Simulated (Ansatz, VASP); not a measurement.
**Two plane-wave programs on SnGe7**

```
Sn Ge
1.0
     5.73557    0.00000    0.00000
     0.00000    5.73557    0.00000
     0.00000    0.00000    5.73557
Sn Ge
1 7
Cartesian
  0.0000 0.0000 0.0000
  0.0000 2.8678 2.8678
  1.4826 1.4826 1.4826
  1.4826 4.2530 4.2530
  2.8678 0.0000 2.8678
  2.8678 2.8678 0.0000
  4.2530 1.4826 4.2530
  4.2530 4.2530 1.4826
```

Alike in both runs: functional LDA; k mesh 7 × 7 × 7; occupations gaussian, width 0.03 eV; no spin polarisation.

Ansatz relaxed the structure, and its values are those at the end. VASP's run is a single point on that final structure, the one shown.

|  | VASP | Ansatz |
| --- | --- | --- |
| version | VASP 6.6.1 | Ansatz 0.2.0 |
| potentials or method | VASP PAW LDA potentials, release 64 (Sn_d, Ge_d) | scalar-relativistic, plane waves, PAW |
| plane-wave cutoff (eV) | 520 | 420 |
| valence electrons in the cell | 112 | 112 |

|  | VASP | Ansatz | Ansatz less VASP |
| --- | --- | --- | --- |
| pressure (GPa) | 0.2 | 0.0 | -0.17 |
